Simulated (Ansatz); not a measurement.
# MnO2: the cost of one run

Method: DFT LDA+U (U_eff = 4 eV on Mn d), plane waves, PAW, in Ansatz 0.2.0.

**1. The structure to begin with**

It takes space group Fm-3m (No. 225, cubic). Conventional cell: a = 4.626 Å, b = 4.626 Å, c = 4.626 Å, α = 90.00°, β = 90.00°, γ = 90.00°. Mn (site symmetry m-3m) is surrounded by 8 O at 2.00 Å. Around O (site symmetry -43m) lie 4 Mn at 2.00 Å.

Structure file:

```xyz
3
Lattice="0.0000 2.3129 2.3129 2.3129 0.0000 2.3129 2.3129 2.3129 0.0000" Properties=species:S:1:pos:R:3 pbc="T T T"
Mn    0.0000    0.0000    0.0000
O     1.1564    1.1564    1.1564
O     3.4693    3.4693    3.4693
```

**2. Ferromagnetic start, free, symmetry kept, no search**

Contents of input.yaml:

```yaml
crystal:
  lattice:
    - [0.0, 2.31287449, 2.31287449]
    - [2.31287449, 0.0, 2.31287449]
    - [2.31287449, 2.31287449, 0.0]
  atoms:
    - { symbol: Mn, position: [0.0, 0.0, 0.0], spin: 3.0 }
    - { symbol: O, position: [0.25, 0.25, 0.25] }
    - { symbol: O, position: [0.75, 0.75, 0.75] }
basis:
  ecutwfc: 420
  ecutrho_ratio: 4
kpoints:
  mp_grid: { grid: [7, 7, 7] }
hamiltonian:
  xc: lda
  hubbard: { sites: [{ site: 0, l: d, u_eff: 4.0 }] }
scf:
  occupations: { method: gaussian, width: 0.05 }
  lower_state_search: "off"
  max_iter: 150
output:
  forces: true
  stress: true
  eigenvalues: true
  populations: true
  hubbard: { sites: [{ site: 0, l: d }] }
magnetization:
  spin_polarized: true
```

The run is started by

```sh
ansatz run input.yaml --threads 2 --pin off --max-ram 3072MiB --backend cpu --events-out ev --progress --plain --runs-dir out
```

**Question.** How long does this run take on 2 threads of Arm Neoverse N1, shared host, and how much memory does it need?

About 3.2 s, with a peak of 0.28 GiB.
